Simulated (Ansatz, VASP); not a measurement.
One calculation of Sb, two programs

```xyz
1
Lattice="0.0000 2.3281 2.3050 2.3281 0.0000 2.3050 2.3281 2.3281 0.0000" Properties=species:S:1:pos:R:3 pbc="T T T"
Sb    0.0000    0.0000    0.0000
```

Change from the starting cell: x and y stretched by +1 %, z held, crystal datasets.

Alike in both runs: task electric field gradients; functional PBE; k mesh 12 × 12 × 12; occupations fermi-dirac, width 0.05 eV; no spin polarisation.

```csv
,VASP,Ansatz
version,VASP 6.6.1,Ansatz 0.2.0
potentials or method,"VASP PAW PBE potentials, release 64 (Sb), cutoff 520 eV","all-electron PAW with datasets made for the crystal, scalar-relativistic"
```

```tsv
	VASP	Ansatz	Ansatz less VASP
pressure (GPa)	6.8	7.0	+0.14
largest component of the traceless stress (GPa)	0.14	0.15	+0.009
Vzz of the field gradient on the site that differs most (V/Å²)	-4.5	-4.9	-0.37
```

Ansatz ran all-electron here, so the differences hold the error of VASP's frozen core and of both bases. Ansatz warned: «gradients_without_spin_orbit».

The runs have no spin-orbit coupling, so splittings on Sb are missing.
